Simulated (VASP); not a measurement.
A run of VASP 6.6.1 is set up as follows.

INCAR

```
PREC = Accurate ; ENCUT = 520
EDIFF = 1E-7 ; ISMEAR = 0
SIGMA = 0.02 ; LREAL = False
LASPH = True ; NELM = 100
ALGO = Normal ; ISIF = 2
LWAVE = False ; LCHARG = False
GGA = PS ; NBANDS = 17
```

The input KPOINTS:

```
regular mesh
0
Gamma
  8 8 8
```

POSCAR

```
SnSe
1.0
    0.0000000000      2.9727557000      2.9727557000
    2.9727557000      0.0000000000      2.9727557000
    2.9727557000      2.9727557000      0.0000000000
Sn Se
1 1
Direct
    0.0000000000      0.0000000000      0.0000000000
    0.5000000000      0.5000000000      0.5000000000
```

Potentials or basis: VASP PAW PBE potentials, release 64 (Sn_d, Se).

Command:

```sh
$ cat potpaw_PBE.64/Sn_d/POTCAR potpaw_PBE.64/Se/POTCAR > POTCAR
$ mpirun -np 1 vasp_std > vasp.out
```

(1) Estimate the pressure.

(2) Estimate the band gap on the k mesh.

## Answers

(1) 0.0 GPa.

(2) 0.75 eV, indirect (least direct gap 0.82 eV).

Caveat: the PAW data sets were made with another functional, which shifts forces and pressure a little; spin-orbit coupling is left out, which moves the levels of the heavy elements.
